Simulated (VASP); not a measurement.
# Si (Fd-3m) in VASP: a series of runs

The runs below take Si through single point, relaxation of cell and atoms, with r2SCAN.

Program: VASP 6.6.1. These are calculated values, not measurements. Logs are shortened: lines on timing, memory, paths and dates and some standing lists are left out, and cuts for length are marked.

### 1 Starting point

The structure is cubic, space group Fd-3m (No. 227). The conventional cell has a = 5.444 Å, b = 5.444 Å, c = 5.444 Å, α = 90.00°, β = 90.00°, γ = 90.00°. Si (site symmetry -43m) has 4 Si at 2.36 Å as nearest neighbours.

The cell was built by a generator and needn't be a form met in nature.

### 2 Single point, r2SCAN

POSCAR

```
Si
1.0
    0.0000000000      2.7221160933      2.7221160933
    2.7221160933      0.0000000000      2.7221160933
    2.7221160933      2.7221160933      0.0000000000
Si
2
Direct
    0.0000000000      0.0000000000      0.0000000000
    0.2500000000      0.2500000000      0.2500000000
```

INCAR.step1

```
ALGO = Normal
EDIFF = 1E-4
ENCUT = 520
GGA = PE
ISMEAR = 0
LASPH = True
LCHARG = False
LREAL = False
LWAVE = True
NBANDS = 11
NELM = 100
PREC = Accurate
SIGMA = 0.02
```

INCAR.step2

```
ALGO = Normal
EDIFF = 1E-6
ENCUT = 520
ISIF = 2
ISMEAR = 0
ISTART = 1
LASPH = True
LCHARG = True
LELF = True
LMIXTAU = True
LREAL = False
LVHAR = True
LWAVE = False
METAGGA = R2SCAN
NBANDS = 11
NELM = 100
PREC = Accurate
SIGMA = 0.02
```

KPOINTS

```
k-points
0
Gamma
  10 10 10
```

Potentials or basis: VASP PAW PBE potentials, release 64 (Si).

Command:

```
$ cat potpaw_PBE.64/Si/POTCAR > POTCAR
$ cp INCAR.step1 INCAR
$ mpirun -np 1 vasp_std > vasp.out
$ cp INCAR.step2 INCAR
$ mpirun -np 1 vasp_std > vasp.out
```

OUTCAR:

```text
EDIFF = 1E-6
   ENCUT = 520
   ISIF = 2
   ISMEAR = 0
   ISTART = 1
   LASPH = True
   LREAL = False
   METAGGA = R2SCAN
   NELM = 100
   PREC = Accurate

 ion  position               nearest neighbor table
   1  0.000  0.000  0.000-   2 2.36   2 2.36   2 2.36   2 2.36
   2  0.250  0.250  0.250-   1 2.36   1 2.36   1 2.36   1 2.36

  LATTYP: Found a face centered cubic cell.
 ALAT       =     5.4442321866

  Lattice vectors:

 A1 = (   0.0000000000,   2.7221160933,   2.7221160933)
 A2 = (   2.7221160933,   0.0000000000,   2.7221160933)
 A3 = (   2.7221160933,   2.7221160933,   0.0000000000)

Analysis of symmetry for initial positions (statically):
=====================================================================
 Subroutine PRICEL returns:
 Original cell was already a primitive cell.

 Routine SETGRP: Setting up the symmetry group for a
 face centered cubic supercell.

 Subroutine GETGRP returns: Found 48 space group operations
 (whereof 24 operations were pure point group operations)
 out of a pool of 48 trial point group operations.

The static configuration has the point symmetry T_d .
 The point group associated with its full space group is O_h .

Analysis of symmetry for dynamics (positions and initial velocities):
=====================================================================
 Subroutine PRICEL returns:
 Original cell was already a primitive cell.

 Routine SETGRP: Setting up the symmetry group for a
 face centered cubic supercell.

 Subroutine GETGRP returns: Found 48 space group operations
 (whereof 24 operations were pure point group operations)
 out of a pool of 48 trial point group operations.

The dynamic configuration has the point symmetry T_d .
 The point group associated with its full space group is O_h .

 Subroutine INISYM returns: Found 48 space group operations
 (whereof 24 operations are pure point group operations),
 and found     1 'primitive' translations

----------------------------------------------------------------------------------------

                                     Primitive cell

  volume of cell :      40.3413

  direct lattice vectors                    reciprocal lattice vectors
     0.000000000  2.722116093  2.722116093    -0.183680630  0.183680630  0.183680630
     2.722116093  0.000000000  2.722116093     0.183680630 -0.183680630  0.183680630
     2.722116093  2.722116093  0.000000000     0.183680630  0.183680630 -0.183680630

  length of vectors
     3.849653497  3.849653497  3.849653497     0.318144184  0.318144184  0.318144184

  position of ions in fractional coordinates (direct lattice)
     0.000000000  0.000000000  0.000000000
     0.250000000  0.250000000  0.250000000

  ion indices of the primitive-cell ions
   primitive index   ion index
                 1           1
                 2           2

----------------------------------------------------------------------------------------

 KPOINTS: k-points

Automatic generation of k-mesh.
 Grid dimensions read from file:
 generate k-points for:   10   10   10

 Generating k-lattice:

  Cartesian coordinates                     Fractional coordinates (reciprocal lattice)
    -0.018368063  0.018368063  0.018368063     0.100000000  0.000000000  0.000000000
     0.018368063 -0.018368063  0.018368063     0.000000000  0.100000000  0.000000000
     0.018368063  0.018368063 -0.018368063     0.000000000  0.000000000  0.100000000

  Length of vectors
     0.031814418  0.031814418  0.031814418

  Shift w.r.t. Gamma in fractional coordinates (k-lattice)
     0.000000000  0.000000000  0.000000000

 Subroutine IBZKPT returns following result:
 ===========================================

 Found     47 irreducible k-points:

 Following reciprocal coordinates:
            Coordinates               Weight
  0.000000  0.000000  0.000000      1.000000
  0.100000  0.000000  0.000000      8.000000
  0.200000  0.000000  0.000000      8.000000
  0.300000  0.000000  0.000000      8.000000
  0.400000  0.000000  0.000000      8.000000
  0.500000  0.000000  0.000000      4.000000
[... 16 lines left out ...]
  0.300000  0.300000  0.000000      6.000000
  0.400000  0.300000  0.000000     24.000000
 [... further k-points ...]
   k-points           NKPTS =     47   k-points in BZ     NKDIM =     47   number of bands    NBANDS=     11
   number of dos      NEDOS =    301   number of ions     NIONS =      2
   total plane-waves  NPLWV =  27000
   dimension x,y,z NGX =    30 NGY =   30 NGZ =   30
   dimension x,y,z NGXF=    60 NGYF=   60 NGZF=   60
   ions per type =               2
   NGX,Y,Z   is equivalent  to a cutoff of  12.96, 12.96, 12.96 a.u.
   NGXF,Y,Z  is equivalent  to a cutoff of  25.91, 25.91, 25.91 a.u.
 SYSTEM =  unknown system
   PREC   = accura    normal or accurate (medium, high low for compatibility)
   ISTART =      1    job   : 0-new  1-cont  2-samecut
   ICHARG =      0    charge: 1-file 2-atom 10-const
   ISPIN  =      1    spin polarized calculation?
   LNONCOLLINEAR =      F non collinear calculations
   LSORBIT =      F    spin-orbit coupling
   LASPH  =      T    aspherical Exc in radial PAW
   ENCUT  =  520.0 eV  38.22 Ry    6.18 a.u.   7.16  7.16  7.16*2*pi/ulx,y,z
   NELM   =    100;   NELMIN=  2; NELMDL=  0     # of ELM steps
   EDIFF  = 0.1E-05   stopping-criterion for ELM
   LREAL  =      F    real-space projection
   EDIFFG = 0.1E-04   stopping-criterion for IOM
   NSW    =      0    number of steps for IOM
   IBRION =     -1    ionic relax: 0-MD 1-quasi-New 2-CG
   NFREE  =      0    steps in history (QN), initial steepest desc. (CG)
   ISIF   =      2    stress and relaxation
   ISYM   =      2    0-nonsym 1-usesym 2-fastsym
   POTIM  = 0.5000    time-step for ionic-motion
   TEBEG  =    0.0;   TEEND  =   0.0 temperature during run
   PSTRESS=    0.0 pullay stress
   NELECT =       8.0000    total number of electrons
   NUPDOWN=      -1.0000    fix difference up-down
   EMIN   =  10.00;   EMAX   =-10.00  energy-range for DOS
   EFERMI =   0.00;   METHOD = LEGACY
   ISMEAR =     0;   SIGMA  =   0.02  broadening in eV -4-tet -1-fermi 0-gaus
   EFERMI_NEDOS =   21; number of points for ismear=-14 and -15
   IALGO  =     38    algorithm
   IMIX   =      4    mixing-type and parameters
     AMIX     =   0.40;   BMIX     =  1.00
     AMIX_MAG =   1.60;   BMIX_MAG =  1.00
  volume/ion in A,a.u.               =      20.17       136.12
  Fermi-wavevector in a.u.,A,eV,Ry     =   0.954673  1.804071 12.400369  0.911401
  Thomas-Fermi vector in A             =   2.083442
   LORBIT       =      0    0 simple, 1 ext, 2 COOP (PROOUT), +10 PAW based schemes
   METAGGA = R2SCAN    functional components
   LHFCALC =     F    Hartree Fock is set to
   AEXX    =    0.0000 exact exchange contribution
   IVDW    =     0    specifies the selected vdW correction
   LEPSILON=     F    determine dielectric tensor
   LRPA    =     F    only Hartree local field effects (RPA)
 non-spin polarized calculation
 Gauss-broadening in eV      SIGMA  =   0.02
  energy-cutoff  :      520.00
  volume of cell :       40.34
 maximum number of plane-waves:      1106
 NGX is ok and might be reduce to    30
   NGX = 15   NGY = 15   NGZ = 15

 number of electron       8.0000001 magnetization

 Free energy of the ion-electron system (eV)
  ---------------------------------------------------
  ext. energy  EPLUGINS =         0.00000000
  ---------------------------------------------------
  free energy    TOTEN  =       -17.54983514 eV

  energy without entropy =      -17.54983514  energy(sigma->0) =      -17.54983514

 E-fermi :   5.7970     XC(G=0):  -9.8252

 val. band max:        5.6621385247   @ k =   0.0000   0.0000   0.0000
 cond. band min:       6.4551430770   @ k =   0.4000   0.4000   0.0000
 fundamental gap:      0.7930045523
 Fermi energy:         5.7969917482

 k-point     1 :       0.0000    0.0000    0.0000
  band No.  band energies     occupation
      1      -6.8110      2.00000
      2       5.6621      2.00000
      3       5.6621      2.00000
      4       5.6621      2.00000
      5       8.4172      0.00000
      6       8.4172      0.00000
      7       8.4172      0.00000
      8       9.5592      0.00000
      9      13.7852      0.00000
     10      13.7852      0.00000
     11      14.3311      0.00000

 k-point     2 :       0.1000    0.0000    0.0000
  band No.  band energies     occupation
      1      -6.6741      2.00000
      2       4.4973      2.00000
      3       5.4543      2.00000
      4       5.4543      2.00000
      5       8.4989      0.00000
      6       8.7243      0.00000
      7       8.7243      0.00000
      8      10.4464      0.00000
      9      13.4342      0.00000
     10      13.4342      0.00000
     11      14.8692      0.00000

 k-point     3 :       0.2000    0.0000    0.0000
  band No.  band energies     occupation
      1      -6.2699      2.00000
      2       2.5639      2.00000
      3       5.0531      2.00000
      4       5.0531      2.00000
      5       8.1895      0.00000
      6       9.2620      0.00000
      7       9.2620      0.00000
      8      12.2562      0.00000
      9      13.1276      0.00000
     10      13.1276      0.00000
     11      15.5097      0.00000
[... 267 lines left out ...]
 k-point    23 :       0.3000    0.3000    0.0000
  band No.  band energies     occupation
      1      -5.1898      2.00000
      2       1.1019      2.00000
      3       3.3256      2.00000
      4       3.3256      2.00000
      5       6.7333      0.00000
      6       8.3692      0.00000
      7      12.7473      0.00000
      8      12.7473      0.00000
      9      15.4871      0.00000
     10      15.6238      0.00000
     11      18.9364      0.00000

 k-point    24 :       0.4000    0.3000    0.0000
  band No.  band energies     occupation
      1      -4.5484      2.00000
      2       0.0438      2.00000
      3       2.6901      2.00000
      4       3.1096      2.00000
      5       6.9304      0.00000
      6       8.1856      0.00000
      7      13.0971      0.00000
      8      13.1877      0.00000
      9      16.7065      0.00000
     10      17.1972      0.00000
     11      18.5884      0.00000

 [... further k-points ...]

------------------------ aborting loop because EDIFF is reached ----------------------------------------

  FORCE on cell =-STRESS in cart. coord.  units (eV):
  Direction    XX          YY          ZZ          XY          YZ          ZX
  --------------------------------------------------------------------------------------
  -------------------------------------------------------------------------------------
  Total       -0.0596412     -0.0596412     -0.0596412     -0.0000000     -0.0000000      0.0000000
  in kB       -2.3686823     -2.3686823     -2.3686823     -0.0000000     -0.0000000      0.0000000
  external PRESSURE =      -2.3686823 kB  Pullay stress =       0.0000000 kB

 VOLUME and BASIS-vectors are now :
 -----------------------------------------------------------------------------
  energy-cutoff  :      520.00
  volume of cell :       40.34
      direct lattice vectors                 reciprocal lattice vectors
     0.000000000  2.722116093  2.722116093    -0.183680630  0.183680630  0.183680630
     2.722116093  0.000000000  2.722116093     0.183680630 -0.183680630  0.183680630
     2.722116093  2.722116093  0.000000000     0.183680630  0.183680630 -0.183680630

 POSITION                                       TOTAL-FORCE (eV/Angst)
 -----------------------------------------------------------------------------------
      0.00000      0.00000      0.00000         0.000000      0.000000      0.000000
      1.36106      1.36106      1.36106        -0.000000     -0.000000     -0.000000
 -----------------------------------------------------------------------------------
    total drift:                               -0.000000     -0.000000     -0.000000

  FREE ENERGIE OF THE ION-ELECTRON SYSTEM (eV)
  ---------------------------------------------------
  free  energy   TOTEN  =       -17.5498351383 eV

  energy  without entropy=      -17.5498351383  energy(sigma->0) =      -17.54983514
```

Wall time 54 s (1 thread of Intel Xeon Platinum 8488C (Sapphire Rapids), shared host); peak memory 0.16 GiB.

Results:

| Property | Result |
| --- | --- |
| Free energy | -17.5498 eV |
| Pressure | -0.2 GPa |
| Band gap on the k mesh | 0.79 eV, indirect (least direct gap 2.76 eV) |

Caveat: the PAW data sets were made with another functional, which shifts forces and pressure a little. r2SCAN opens gaps a little over a GGA but as a rule still falls short of measured ones.

[end of part 1 of 2]
